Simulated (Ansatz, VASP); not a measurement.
**One calculation of Li, two programs**

File INCAR:

```
SYSTEM = Li
PREC = Accurate
ENCUT = 600
EDIFF = 1E-6
ISMEAR = 0
SIGMA = 0.1
LREAL = .FALSE.
LASPH = .TRUE.
NELM = 100
ALGO = Normal
ISIF = 3
LWAVE = .FALSE.
LCHARG = .FALSE.
GGA = PE
IVDW = 12
IBRION = 2
NSW = 100
EDIFFG = -0.005
```

The input KPOINTS:

```
Automatic mesh
0
G
  16 16 16
  0 0 0
```

POSCAR

```
Li
1.0
   -1.7500000000      1.7500000000      1.7500000000
    1.7500000000     -1.7500000000      1.7500000000
    1.7500000000      1.7500000000     -1.7500000000
Li
1
Direct
    0.0000000000      0.0000000000      0.0000000000
```

Input for Ansatz:

```yaml
crystal:
  lattice:
    - [-1.75, 1.75, 1.75]
    - [1.75, -1.75, 1.75]
    - [1.75, 1.75, -1.75]
  atoms:
    - { symbol: Li, position: [0.0, 0.0, 0.0] }
basis:
  ecutwfc: 420
kpoints:
  mp_grid: { grid: [16, 16, 16] }
hamiltonian:
  xc: pbe
  dispersion: d3bj
scf:
  occupations: { method: gaussian, width: 0.1 }
output:
  forces: true
  stress: true
  eigenvalues: true
relax:
  adjacent_minimum: "off"
  f_tol: 0.005
  max_steps: 80
  cell: { stress_tol: 0.05 }
```

Alike in both runs: task relaxation of cell and atoms; functional PBE; dispersion D3(BJ); k mesh 16 × 16 × 16; occupations gaussian, width 0.1 eV; no spin polarisation.

```csv
,VASP,Ansatz
version,VASP 6.6.1,Ansatz 0.2.0
potentials or method,"VASP PAW PBE potentials, release 64 (Li_sv)","scalar-relativistic, plane waves, PAW"
plane-wave cutoff (eV),600,420
valence electrons in the cell,3,3
```

Ansatz gave:

| Item | Value |
| --- | --- |
| gap on the k mesh at the Fermi level, each at its own relaxed structure (eV) | none |
| relaxed volume (Å³/atom) | 18.38 |
| relaxed cell length with the largest relative difference (Å) | 2.880 |
| energy change over the relaxation (meV/atom) | -20 |

Question: What did VASP give for the same quantities?

Answer: gap on the k mesh at the Fermi level, each at its own relaxed structure (eV): none; relaxed volume (Å³/atom): 18.06; relaxed cell length with the largest relative difference (Å): 2.863; energy change over the relaxation (meV/atom): -24.

A gap of «none» marks a metal or a gap that the smearing closes.

Caveats: the cutoff is under 1.25 times the usual one of these potentials, so pressure, stress and relaxed cells hold a basis-set (Pulay) error (VASP); the volume moved by over 15 % at a fixed basis, so the end points are rough; the volume moved by -16 % from the deposited cell, more than functionals usually miss; pairwise dispersion overbinds metals, which lowers pressure and volume.
